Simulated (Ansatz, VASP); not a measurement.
# One calculation of Al4N3, two programs

```
Al N
1.0
     4.38001    0.00000    0.00000
     0.00000    4.38001    0.00000
     0.00000    0.00000    4.38001
Al N
4 3
Cartesian
  3.3019 3.3019 1.0781
  1.0781 1.0781 1.0781
  3.3019 1.0781 3.3019
  1.0781 3.3019 3.3019
  2.1900 0.0000 2.1900
  0.0000 2.1900 2.1900
  2.1900 2.1900 0.0000
```

Change from the starting cell: built by hand: N-deficient zincblende, ordered vacancy (P-43m, No. 215).

Alike in both runs: task single point; functional PBE; k mesh 4 × 4 × 4; occupations gaussian, width 0.1 eV; collinear spin.

```csv
,VASP,Ansatz
version,VASP 6.6.1,Ansatz 0.2.0
potentials or method,"VASP PAW PBE potentials, release 64 (Al, N)","scalar-relativistic, plane waves, PAW"
plane-wave cutoff (eV),520,420
valence electrons in the cell,27,27
```

|  | VASP | Ansatz | Ansatz less VASP |
| --- | --- | --- | --- |
| gap on the k mesh at the Fermi level (eV) | none | none | - |
| pressure (GPa) | -0.3 | -0.1 | +0.18 |
| rms of the force components (eV/Å) | 0.018 | 0.011 | -0.0075 |
| net moment per atom (μB) | 0.00 | 0.00 | 0.000 |

Atom by atom the forces differ by 0.008 eV/Å (rms over components). A gap of «none» marks a metal or a gap that the smearing closes. Ansatz warned: «filled_band_counts_differ_across_k_points».
